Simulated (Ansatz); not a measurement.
# linear Nb chain under tension and compression, part 3 of 3

Wanted: energy, moment and open channels of the linear Nb chain from 12 % compression to 30 % stretch.

Ansatz 0.2.0; DFT PBE, plane waves, PAW; relaxation of a chain's period (the session's first sound run).

So far, conductance of the lead as this run defines it (G₀): step 3 (At a set period, period over the relaxed period 0.88 …) 6.00; step 6 (period over the relaxed period 1, k-mesh 1×1×35) 6.00; step 7 (period over the relaxed period 1.04, k-mesh 1×1×34) 5.54; step 8 (period over the relaxed period 1.08, k-mesh 1×1×33) 5.00; step 9 (period over the relaxed period 1.13, k-mesh 1×1×31) 5.00. Also absolute moment (μB): step 7 0.857; step 8 1.41; step 9 1.61.

### Step 10. The chain at a fixed length, period over the relaxed period 1.2, k-mesh 1×1×29

Level of this step: DFT PBE, plane waves, PAW; channels and complex bands of a perfect chain (Ansatz).

The period is set to 1.2 times the relaxed one: longer bonds narrow the bands.

The cell differs from the one that the last finished run ended in (c 2.599 → 2.760 Å).

Input file input.yaml:

```yaml
crystal:
  lattice:
    - [7.5, 0.0, 0.0]
    - [0.0, 7.5, 0.0]
    - [0.0, 0.0, 2.7597532727]
  atoms:
    - { symbol: Nb, position: [0.5, 0.5, 0.0], spin: 2.0 }
magnetization:
  spin_polarized: true
kpoints:
  mp_grid: { grid: [1, 1, 29] }
scf:
  occupations: { method: fermi_dirac, width: 0.05 }
hamiltonian:
  xc: pbe
output:
  transmission:
    e_range: [-2, 2]
    de: 0.035
    kmesh: [1, 1]
    reduced_basis: true
    leads: [[0, 0]]
  stress: true
```

Launch:

```console
$ ansatz run input.yaml --threads 4 --pin off --max-ram 8192MiB --backend cpu --events-out ev --progress --plain --runs-dir out
```

Numbers of over 12 decimals in the logs are rounded to 6 here.

Log:

```text
[...]
Crystal: 1 atoms, lattice volume = 155.236 Å³
Basis set: ecut = 420 eV, 3089 PW (Γ)
Bands: 12, of which v1, the nominal top of the filled ones, is band 7 counted from 1 (6 counted from 0)
Symmetry: 16 space group operations
[...]
k-points: 15 of 29
[...]
Starting moments: Σ|m| = 2 μB on 1 of 1 site
[...]
--- Transmission ---
  basis      : 497 plane waves across, 4 finite elements along
  points     : 1, standing for a mesh of 1 x 1
[...]
crystal 0  : Nb1, at the sites [0, 0], period 2.7598 Å: whole cells are its period
[...]
filled         : 5.5 meV under the level at which it is neutral
    channels       : 6.000000e0 up, 4.000000e0 down
[...]
[key lines of the parts left out:]
SCF converged after 10 iterations
Magnetization: 2.0020 μB (7.5010 up, 5.4990 down)
Free energy (F): -4547.299513 eV
Fermi energy:    -1.236930 eV
P = ⅓ Tr σ = -2.1515 GPa (-21.515 kbar)
```

Wall time 27 s (4 threads of Arm Neoverse V2, shared host); peak memory 0.59 GiB.

At the computed energy nearest the Fermi level there are 6 spin-up and 4 spin-down channels, and the thermal average gives 5.00 G₀. The change of length costs 0.657 eV a cell and leaves an absolute moment of 2.00 μB a cell.

For the conductance of the lead as this run defines it, step 3 gave 6.00 G₀; this run, with period over the relaxed period 1.2 and k-mesh 1×1×29, gives 5.00 G₀ (-17 %).

### Step 11. The chain at a fixed length, period over the relaxed period 1.3, k-mesh 1×1×27

The period is set to 1.3 times the relaxed one: longer bonds narrow the bands.

The cell differs from the one that the last finished run ended in (c 2.760 → 2.990 Å).

Edit input.yaml of step 10 so:

```diff
@@ -4,3 +4,3 @@
     - [0.0, 7.5, 0.0]
-    - [0.0, 0.0, 2.7597532727]
+    - [0.0, 0.0, 2.9897327121]
   atoms:
@@ -10,3 +10,3 @@
 kpoints:
-  mp_grid: { grid: [1, 1, 29] }
+  mp_grid: { grid: [1, 1, 27] }
 scf:
```

Log:

```text
[...]
Crystal: 1 atoms, lattice volume = 168.172 Å³
Basis set: ecut = 420 eV, 3289 PW (Γ)
Bands: 12, of which v1, the nominal top of the filled ones, is band 7 counted from 1 (6 counted from 0)
Symmetry: 16 space group operations
[...]
k-points: 14 of 27
[...]
Starting moments: Σ|m| = 2 μB on 1 of 1 site
[...]
--- Transmission ---
  basis      : 497 plane waves across, 4 finite elements along
  points     : 1, standing for a mesh of 1 x 1
[...]
crystal 0  : Nb1, at the sites [0, 0], period 2.9897 Å: whole cells are its period
[...]
filled         : 3.9 meV over the level at which it is neutral
    channels       : 6.000000e0 up, 1.000000e0 down
[...]
[key lines of the parts left out:]
SCF converged after 12 iterations
Magnetization: 4.0372 μB (8.5186 up, 4.4814 down)
Free energy (F): -4546.990711 eV
Fermi energy:    -1.241477 eV
P = ⅓ Tr σ = -0.7889 GPa (-7.889 kbar)
```

Wall time 17 s (4 threads); peak memory 0.42 GiB.

At the computed energy nearest the Fermi level there are 6 spin-up and 1 spin-down channels, and the thermal average gives 3.28 G₀. The change of length costs 0.965 eV a cell and leaves an absolute moment of 4.04 μB a cell.

For the conductance of the lead as this run defines it, step 3 gave 6.00 G₀; this run, with period over the relaxed period 1.3 and k-mesh 1×1×27, gives 3.28 G₀ (-45 %).

### Step 12. Side by side

Times are for 4 threads of Arm Neoverse V2, shared host. The series side by side:

```tsv
no.	period over the relaxed period	conductance of the lead as this run defines it (G₀)	absolute moment (μB)	energy at zero smearing less the lowest (eV)	time	memory (GiB)
1	0.88	6.000	0	0.8612	21 s	0.47
2	0.92	6.000	0	0.3414	20 s	0.47
3	0.96	6.000	0	0.09625	20 s	0.45
4	1	6.000	0	0	19 s	0.45
5	1.04	5.537	0.8566	0.05105	19 s	0.44
6	1.08	5.001	1.414	0.1387	28 s	0.51
7	1.13	5.000	1.609	0.3224	24 s	0.51
8	1.2	4.999	2.002	0.6567	27 s	0.59
9	1.3	3.284	4.037	0.9654	17 s	0.42
```

### Step 13. A varied input

This step: DFT PBE, plane waves, PAW; channels and complex bands of a perfect chain; changed: scf.conv_thr = 60, scf.max_iter = 50 (Ansatz 0.2.0).

The input of the run at the relaxed period is made doubtful on purpose.

input.yaml, the sections that differ from step 11:

```yaml
crystal:
  lattice:
    - [7.5, 0.0, 0.0]
    - [0.0, 7.5, 0.0]
    - [0.0, 0.0, 2.2997943939]
  atoms:
    - { symbol: Nb, position: [0.5, 0.5, 0.0], spin: 2.0 }
kpoints:
  mp_grid: { grid: [1, 1, 35] }
scf:
  occupations: { method: fermi_dirac, width: 0.05 }
  conv_thr: 60
  max_iter: 50
# magnetization, hamiltonian, output: as in step 11
```

Log:

```text
Error: YAML parse error: error: line 14 column 3: unknown field `conv_thr`, expected one of max_iter, algorithm, n_extra_bands, self_checks, convergence, lower_state_search, omitted_lower_state_checks, lower_solution_reach, mixing, occupations, eigensolver, initial_density, exx
  --> <input>:14:3
   |
12 | scf:
13 |   occupations: { method: fermi_dirac, width: 0.05 }
14 |   conv_thr: 60
   |   ^ unknown field `conv_thr`, expected one of max_iter, algorithm, n_extra_bands, self_checks, convergence, lower_state_search, omitted_lower_state_checks, lower_solution_reach, mixing, occupations, eigensolver, initial_density, exx
15 |   max_iter: 50
16 | hamiltonian:
   |
```

Elapsed: 0.01 s, on 4 threads; peak memory 0.06 GiB.

The program refused the input before any cycle.

The program's message: “Error: YAML parse error: error: line 14 column 3: unknown field `conv_thr`, expected one of max_iter, algorithm, n_extra_bands, self_checks, convergence, lower_state_search, omitted_lower_state_checks …”

The change that led to it: scf.conv_thr = 60.

### Step 14. Results

| Property | Result |
| --- | --- |
| relaxed cell length | 2.300 Å |
| conductance at period × 0.88 | 6.00 G₀ |
| conductance at period × 1.0 | 6.00 G₀ |
| conductance at period × 1.13 | 5.00 G₀ |
| conductance at period × 1.3 | 3.28 G₀ |
| absolute moment at period × 0.88 | 0 μB |
| absolute moment at period × 1.0 | 0 μB |
| absolute moment at period × 1.3 | 4.04 μB |

In words: In these runs no moment survives at the shortest period, and one is present from a factor of 1.04 on: longer bonds narrow the bands, which favours exchange splitting. The conductance goes from 6.00 G₀ at the shortest period to 3.28 G₀ at the longest, while the magnetic state changes too. Transport is coherent and elastic here: the atoms are frozen, so scattering by vibrations plays no part. No search over magnetic orders was made; another may lie lower. For the perfect chain only parallel moments were started; its antiparallel and spiral orders were not tested. Conductances of a perfect chain off the multiples of half a G0 come from band edges within the thermal window; the square box also splits pairs of bands that an isolated chain keeps degenerate, which moves such edges. The lead's cell of one atom keeps the chain straight and evenly spaced; a zigzag or dimerised form may lie lower.

[Logs are printed without paths, hosts, clocks, repeated set-up lines and the standing remarks that a program may print on its own settings, such as how far it seeks lower states.]

[Hosts, paths, dates, database ids (printed as entryN), source tags and the programs' standing remarks are cut or masked in the printed files.]
